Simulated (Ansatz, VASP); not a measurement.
# Mg: VASP beside Ansatz

```
Mg
1.0
     0.00000    2.24426    2.24426
     2.24426    0.00000    2.24426
     2.24426    2.24426    0.00000
Mg
1
Direct
  0.00000 0.00000 0.00000
```

This isn't the form of Mg at room conditions, which is hcp.

Alike in both runs: functional LDA; k mesh 10 × 10 × 10; occupations tetrahedron; no spin polarisation.

|  | VASP | Ansatz |
| --- | --- | --- |
| version | VASP 6.6.1 | Ansatz 0.2.0 |
| potentials or method | VASP PAW LDA potentials, release 64 (Mg) | JTH PAW LDA |
| plane-wave cutoff (eV) | 520 | 870 |
| valence electrons in the cell | 2 | 10 |
| task | single point | electron localisation function |

|  | VASP | Ansatz | Ansatz less VASP |
| --- | --- | --- | --- |
| gap on the k mesh at the Fermi level (eV) | none | none | - |
| pressure (GPa) | -2.0 | -1.5 | +0.41 |

A gap of «none» marks a metal or a gap that the smearing closes. The two sets of potentials don't hold the same shells in valence.

Caveats: tetrahedron occupations give inexact forces and stress in metals (VASP); with tetrahedron occupations forces and stress needn't match the slope of the energy (Ansatz).
